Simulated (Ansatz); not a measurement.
**C: how the settings move a relaxation**

Question: which choices in the input matter for C?

Program: Ansatz 0.2.0. Level of theory: reference: DFT, LDA, PAW with Ansatz's default frozen-core files, scalar-relativistic; relaxation of atoms. These are calculated values, not measurements.

**1. The structure to begin with**

Symmetry: R-3m, No. 166, trigonal system. Conventional cell: a = 2.433 Å, b = 2.433 Å, c = 9.968 Å, α = 90.00°, β = 90.00°, γ = 120.00°. C (site symmetry 3m) is surrounded by 3 C at 1.40 Å.

Structure file:

```cif
data_structure
_symmetry_space_group_name_H-M 'P 1'
_symmetry_Int_Tables_number 1
_cell_length_a 2.4326
_cell_length_b 2.4326
_cell_length_c 3.6054
_cell_angle_alpha 109.641
_cell_angle_beta 109.641
_cell_angle_gamma 59.999
_cell_volume 17.03
loop_
_atom_site_label
_atom_site_type_symbol
_atom_site_fract_x
_atom_site_fract_y
_atom_site_fract_z
_atom_site_occupancy
C1 C 0.83338 0.83338 0.00015 1
C2 C 0.16662 0.16662 0.99985 1
```

**2. Reference**

input.yaml reads:

```yaml
crystal:
  lattice:
    - [2.10669182611, -1.21630127764, -0.01044137045]
    - [2.10669182611, 1.21630127764, -0.01044137045]
    - [-1.3828895703, 0.0, 3.32966530194]
  atoms:
    - { symbol: C, position: [0.83338354116, 0.83338354116, 0.00015094231] }
    - { symbol: C, position: [0.16661645884, 0.16661645884, 0.99984905769] }
kpoints:
  mp_grid: { grid: [10, 10, 6] }
scf:
  occupations: { method: fixed }
hamiltonian:
  xc: lda
  pseudopotentials: { kind: paw }
relax:
  f_tol: 0.002
  max_steps: 80
output:
  forces: true
  stress: true
```

The run is started by

```bash
ansatz run input.yaml --threads 1 --pin off --max-ram 3072MiB --backend cpu --events-out ev --progress --plain --runs-dir out
```

**3. Variant: mp_grid.shift [0.5, 0.5, 0.5], scf.algorithm direct_min, xc pbe**

input.yaml: that of step 2 with these lines changed.

```diff
@@ -9,7 +9,8 @@
 kpoints:
-  mp_grid: { grid: [10, 10, 6] }
+  mp_grid: { grid: [10, 10, 6], shift: [0.5, 0.5, 0.5] }
 scf:
   occupations: { method: fixed }
+  algorithm: direct_min
 hamiltonian:
-  xc: lda
+  xc: pbe
   pseudopotentials: { kind: paw }
```

**Question.** What will these runs give? Wanted: for each run, ending; energy change; pressure; gap; force.

The runs gave:

```csv
run,ending,energy change,pressure (GPa),gap (eV),force (eV/Å),cycles,time
reference,converged,-,4.5,1.19,0.00,9,2.4 s
"1: mp_grid.shift [0.5, 0.5, 0.5], scf.algorithm direct_min, xc pbe",converged,not comparable,13.3,0.56,0.00,11,5.4 s
```

**Reading.** After a change of functional the difference of the totals has no physical meaning; the pressure goes from 4.5 to 13.3 GPa and the gap on the mesh goes from 1.19 to 0.56 eV. The k-point mesh changed too. Cost: 11 SCF cycles against 9, 5.4 s against 2.4 s.

These are semilocal Kohn-Sham gaps, which aren't the measured quantity. Such gaps usually fall short of the measured ones.
